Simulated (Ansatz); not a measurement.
Ti3SiC2 in space group P6_3/mmc (No. 194; Ti on 4f, Ti on 2a, Si on 2b, C on 4f) under volume change, DFT-r²SCAN in the program Ansatz with PAW potentials, shape and atoms relaxed at each volume.

```json
[
 {"V (Å³/atom)": "10.924", "E − E(relaxed) (meV/atom)": "69.0", "P (GPa)": "22.22"},
 {"V (Å³/atom)": "11.284", "E − E(relaxed) (meV/atom)": "29.0", "P (GPa)": "13.63"},
 {"V (Å³/atom)": "11.644", "E − E(relaxed) (meV/atom)": "6.9", "P (GPa)": "6.27"},
 {"V (Å³/atom)": "12.004", "E − E(relaxed) (meV/atom)": "0.0", "P (GPa)": "0.00"},
 {"V (Å³/atom)": "12.365", "E − E(relaxed) (meV/atom)": "6.2", "P (GPa)": "-5.36"},
 {"V (Å³/atom)": "12.725", "E − E(relaxed) (meV/atom)": "23.5", "P (GPa)": "-9.92"},
 {"V (Å³/atom)": "13.085", "E − E(relaxed) (meV/atom)": "50.2", "P (GPa)": "-13.79"}
]
```

Q: What does a third-order Birch–Murnaghan fit give for V₀, B₀ and B′?

A: V₀ = 12.00 Å³/atom, B₀ = 193 GPa, B′ = 4.3.

The r²SCAN relaxation kept the symmetry of its start; of distortions, only those at the zone centre were tested. No spin polarisation was allowed.

Potentials: the earlier of the program's two PAW sets.
